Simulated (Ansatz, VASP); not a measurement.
# Al in VASP and in Ansatz

The input POSCAR:

```
Al
1.0
    0.0000000000      2.0382146954      2.0382146954
    2.0382146954      0.0000000000      2.0382146954
    2.0382146954      2.0382146954      0.0000000000
Al
1
Direct
    0.0000000000      0.0000000000      0.0000000000
```

The input INCAR.step1:

```
PREC = Accurate
ENCUT = 520
EDIFF = 1E-5
ISMEAR = -1
SIGMA = 0.05
LREAL = F
LASPH = T
NELM = 100
ALGO = Normal
ISIF = 2
LWAVE = T
LCHARG = F
GGA = PE
NBANDS = 8
```

File INCAR.step2:

```
PREC = Accurate
ENCUT = 520
EDIFF = 1E-6
ISMEAR = -1
SIGMA = 0.05
LREAL = F
LASPH = T
NELM = 100
ALGO = Normal
ISIF = 2
LWAVE = F
LCHARG = F
METAGGA = R2SCAN
LHFCALC = T
AEXX = 0.1
LMIXTAU = T
PRECFOCK = Normal
ISTART = 1
NBANDS = 8
```

KPOINTS

```
regular mesh
0
Gamma
  6 6 6
```

The input input.yaml:

```yaml
crystal:
  lattice:
    - [0.0, 2.0382146954, 2.0382146954]
    - [2.0382146954, 0.0, 2.0382146954]
    - [2.0382146954, 2.0382146954, 0.0]
  atoms:
    - { symbol: Al, position: [0.0, 0.0, 0.0] }
hamiltonian:
  xc: r2scanh
  pseudopotentials: { kind: paw }
kpoints:
  mp_grid: { grid: [6, 6, 6] }
scf:
  occupations: { method: fermi_dirac, width: 0.05 }
output:
  forces: true
  stress: true
  eigenvalues: true
  write_density: true
  write_potential: true
  elf: true
  volumetric_format: npy
```

Alike in both runs: task single point; functional r2SCANh; k mesh 6 × 6 × 6; occupations fermi-dirac, width 0.05 eV; no spin polarisation.

|  | VASP | Ansatz |
| --- | --- | --- |
| version | VASP 6.6.1 | Ansatz 0.2.0 |
| potentials or method | VASP PAW PBE potentials, release 64 (Al) | Ansatz PAW |
| plane-wave cutoff (eV) | 520 | 500 |
| valence electrons in the cell | 3 | 3 |

Ansatz gave:

```
gap on the k mesh at the Fermi level (eV) : none
pressure (GPa)                            : -4.3
```

Problem. Which values does VASP return?

Solution. gap on the k mesh at the Fermi level (eV): none; pressure (GPa): -4.6.

A gap of «none» marks a metal or a gap that the smearing closes. With one functional, cell and mesh, what is left measures potentials, basis and numerics.

Caveats: the k mesh is coarse (spacing up to 0.44 Å⁻¹), so the values aren't converged, least of all with exact exchange; the PAW data sets were made with another functional, which shifts forces and pressure a little (VASP); the PAW data sets come from PBE, with cores solved anew for the run's functional, which leaves a small shift of forces and pressure (Ansatz); the thresholds are loose for stress (Ansatz).
